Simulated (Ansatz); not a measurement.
# NbC: a sweep of LAPW's plane-wave cutoff

One table from this session's results is given with a row withheld; the runs are named, their logs left out.

Program: Ansatz 0.2.0. Level of theory: DFT, PBE, all-electron LAPW, scalar-relativistic. These are calculated values, not measurements.

## The system as given

It takes space group Fm-3m (No. 225, cubic). Conventional cell: a = 4.400 Å, b = 4.400 Å, c = 4.400 Å, α = 90.00°, β = 90.00°, γ = 90.00°. Around Nb (site symmetry m-3m) lie 6 C at 2.20 Å. Around C (site symmetry m-3m) lie 6 Nb at 2.20 Å.

Structure file:

```
CELL_PARAMETERS angstrom
0.00000 2.20000 2.20000
2.20000 0.00000 2.20000
2.20000 2.20000 0.00000
ATOMIC_POSITIONS crystal
Nb 0.00000 0.00000 0.00000
C 0.50000 0.50000 0.50000
```

The geometry is a database entry used as it stands. It may stem from high pressure or temperature, or be incomplete, so it serves as a test cell.

Atoms are numbered in the order of the input: Nb1, C2.

Set-up of the first run:

The input, input.yaml:

```yaml
crystal:
  lattice:
    - [0.0, 2.2, 2.2]
    - [2.2, 0.0, 2.2]
    - [2.2, 2.2, 0.0]
  atoms:
    - { symbol: Nb, position: [0.0, 0.0, 0.0] }
    - { symbol: C, position: [0.5, 0.5, 0.5] }
kpoints:
  mp_grid: { grid: [14, 14, 14] }
scf:
  occupations: { method: fermi_dirac, width: 0.05 }
hamiltonian:
  xc: pbe
  pseudopotentials: { kind: all_electron, lapw: { basis_error: 0.001 } }
output:
  forces: true
  stress: true
  eigenvalues: true
basis:
  ecutwfc: 90
```

Among the steps run: With plane-wave cutoff typed as 90 eV; With plane-wave cutoff typed as 180 eV; With plane-wave cutoff typed as 220 eV; With plane-wave cutoff typed as 320 eV.

One of the session's tables, all rows but one given; the rest of the session is left out.

| cutoff (eV) | pressure (GPa) |
| --- | --- |
| 90 | 25.83 |
| 180 | ? |
| 220 | 19.45 |
| 320 | 19.44 |

**Question.** Estimate the row for cutoff (eV) = 180.

Worked estimate for «pressure (GPa)». A straight line through the neighbours (90, 25.83) and (220, 19.45) gives 25.83 + (19.45 − 25.83) × (180 − 90) / (220 − 90) = 21.41; a parabola fitted to 3 rows on both sides gives 20.65.

The run gave: pressure (GPa): 19.50. In «pressure (GPa)» the line misses by +1.91 and the parabola by +1.15.

Energies are those extrapolated to zero smearing.
